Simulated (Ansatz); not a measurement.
# TiO2 (distorted structure): how the settings move a single-point run

Question: which choices in the input matter for TiO2 (distorted structure)?

Program: Ansatz 0.2.0. Level of theory: reference: DFT PBE+U, plane waves, PAW, scalar-relativistic, collinear spin. These are calculated values, not measurements.

## 1. The system as given

Symmetry: P1, No. 1, triclinic system. The conventional cell has a = 3.719 Å, b = 3.735 Å, c = 5.385 Å, α = 69.73°, β = 70.03°, γ = 89.79°. Ti (site symmetry 1) has 6 O at 1.65 to 2.01 Å as nearest neighbours. Ti (site symmetry 1) is surrounded by 6 O at 1.71 to 2.04 Å. Around O (site symmetry 1) lie 3 Ti at 1.65 to 2.04 Å. O (site symmetry 1) has 3 Ti at 1.73 to 1.97 Å as nearest neighbours. Around O (site symmetry 1) lie 3 Ti at 1.71 to 2.01 Å. O (site symmetry 1) has 3 Ti at 1.80 to 2.03 Å as nearest neighbours.

Coordinates:

```cif
data_structure
_symmetry_space_group_name_H-M 'P 1'
_symmetry_Int_Tables_number 1
_cell_length_a 5.3988
_cell_length_b 5.3865
_cell_length_c 5.4099
_cell_angle_alpha 139.708
_cell_angle_beta 139.566
_cell_angle_gamma 58.389
_cell_volume 65.39
loop_
_atom_site_label
_atom_site_type_symbol
_atom_site_fract_x
_atom_site_fract_y
_atom_site_fract_z
_atom_site_occupancy
Ti1 Ti 0.00819 0.99434 0.00554 1
Ti2 Ti 0.74826 0.24761 0.49321 1
O1 O 0.17601 0.21332 0.04262 1
O2 O 0.93799 0.43348 0.50181 1
O3 O 0.57292 0.08874 0.52084 1
O4 O 0.78074 0.76328 0.94580 1
```

## 2. Reference

File input.yaml:

```yaml
crystal:
  lattice:
    - [-1.8692365, 1.85958167, 4.71112002]
    - [1.84236261, -1.86873953, 4.70407832]
    - [1.876148, 1.87565104, -4.71476005]
  atoms:
    - { symbol: Ti, position: [0.0081928, 0.99434207, 0.00554106] }
    - { symbol: Ti, position: [0.74826349, 0.24761315, 0.49320502] }
    - { symbol: O, position: [0.17600792, 0.21332118, 0.04262114] }
    - { symbol: O, position: [0.93799047, 0.43347818, 0.50180729] }
    - { symbol: O, position: [0.57291949, 0.08874127, 0.5208385] }
    - { symbol: O, position: [0.78073604, 0.76327588, 0.94579759] }
kpoints:
  mp_grid: { grid: [5, 5, 7], shift: [0.5, 0.5, 0.5] }
magnetization:
  spin_polarized: true
scf:
  occupations: { method: fermi_dirac }
hamiltonian:
  pseudopotentials: { kind: paw }
  xc: pbe
  hubbard:
    projectors: all-electron-ortho-atomic
    sites: [{ species: Ti, l: d, u_eff: 1.81 }]
    double_counting: amf
basis:
  ecutwfc: 420
output:
  forces: true
  stress: true
  eigenvalues: true
```

Command:

```console
$ ansatz run input.yaml --threads 1 --pin off --max-ram 2560MiB --backend cpu --events-out ev --progress --plain --runs-dir out
```

## 3. Changing settings: dr2_threshold 1.0e-05

input.yaml, as its differences from that of step 2:

```diff
@@ -18,2 +18,3 @@
   occupations: { method: fermi_dirac }
+  convergence: { dr2_threshold: 1.0e-05 }
 hamiltonian:
@@ -31 +32,5 @@
   eigenvalues: true
+  write_density: true
+  write_potential: true
+  elf: true
+  volumetric_format: npy
```

## 4. Variant: mp_grid.grid [4, 4, 6], dispersion d3bjatm

input.yaml, as its differences from that of step 2:

```diff
@@ -13,3 +13,3 @@
 kpoints:
-  mp_grid: { grid: [5, 5, 7], shift: [0.5, 0.5, 0.5] }
+  mp_grid: { grid: [4, 4, 6], shift: [0.5, 0.5, 0.5] }
 magnetization:
@@ -25,2 +25,3 @@
     double_counting: amf
+  dispersion: d3bjatm
 basis:
```

## 5. Variant: xc_grid 3

input.yaml, as its differences from that of step 2:

```diff
@@ -27,2 +27,3 @@
   ecutwfc: 420
+  xc_grid: 3
 output:
```

## 6. Changing settings: symmetry.detect false, xc_grid 4

input.yaml, as its differences from that of step 2:

```diff
@@ -12,2 +12,3 @@
     - { symbol: O, position: [0.78073604, 0.76327588, 0.94579759] }
+  symmetry: { detect: false }
 kpoints:
@@ -27,2 +28,3 @@
   ecutwfc: 420
+  xc_grid: 4
 output:
```

Q: Predict the outcome of this session. Wanted: for each run, ending; energy change; pressure; gap; force.

As calculated:

| run | ending | energy change | pressure (GPa) | gap (eV) | force (eV/Å) | cycles | time |
| --- | --- | --- | --- | --- | --- | --- | --- |
| reference | converged | 0 | 47.0 | 1.83 | 9.81 | 14 | 12 s |
| 1: dr2_threshold 1.0e-05 | converged | 0.0 meV/atom | 47.0 | 1.83 | 9.81 | 12 | 18 s |
| 2: mp_grid.grid [4, 4, 6], dispersion d3bjatm | converged | -219.1 meV/atom (offset of the dispersion model) | 43.7 | 1.96 | 9.82 | 14 | 7.1 s |
| 3: xc_grid 3 | converged | 0.0 meV/atom | 47.0 | 1.83 | 9.81 | 14 | 12 s |
| 4: symmetry.detect false, xc_grid 4 | converged | 0.0 meV/atom | 47.0 | 1.83 | 9.81 | 14 | 13 s |

Times don't compare one to one where runs were asked for different outputs or read a saved state (see the inputs); cycles may leave out searches for a lower state.

Residual by cycle in the longest SCF loop of each run; runs are numbered as in the table. The quantity is the density residual dr2, in eV.

| cycle | reference | run 1 | run 2 | run 3 | run 4 |
| --- | --- | --- | --- | --- | --- |
| 1 | 5.9 | 5.9 | 5.9 | 5.9 | 5.9 |
| 2 | 1.36 | 1.36 | 1.36 | 1.36 | 1.36 |
| 3 | 0.295 | 0.295 | 0.294 | 0.295 | 0.295 |
| 5 | 0.194 | 0.194 | 0.194 | 0.194 | 0.194 |
| 6 | 0.0938 | 0.0939 | 0.094 | 0.0938 | 0.0938 |
| 7 | 0.0207 | 0.0207 | 0.0207 | 0.0207 | 0.0207 |
| 8 | 0.00872 | 0.00864 | 0.00871 | 0.00872 | 0.00872 |
| 9 | 3.0e-4 | 3.0e-4 | 3.0e-4 | 3.0e-4 | 3.0e-4 |
| 10 | 1.7e-5 | 1.8e-5 | 1.7e-5 | 1.7e-5 | 1.7e-5 |
| 12 | 2.1e-7 | 2.1e-7 | 2.1e-7 | 2.1e-7 | 2.1e-7 |
| 13 | 1.4e-7 | - | 1.4e-7 | 1.4e-7 | 1.4e-7 |
| 14 | 8.0e-9 | - | 8.6e-9 | 8.0e-9 | 8.0e-9 |

Of the converged runs whose energies compare with the reference's, none moves it noticeably. The structure is not at rest: the sound run finds 47 GPa, so these are no properties of the relaxed crystal. 

Caveats on the reference run: the structure is made up and not relaxed.
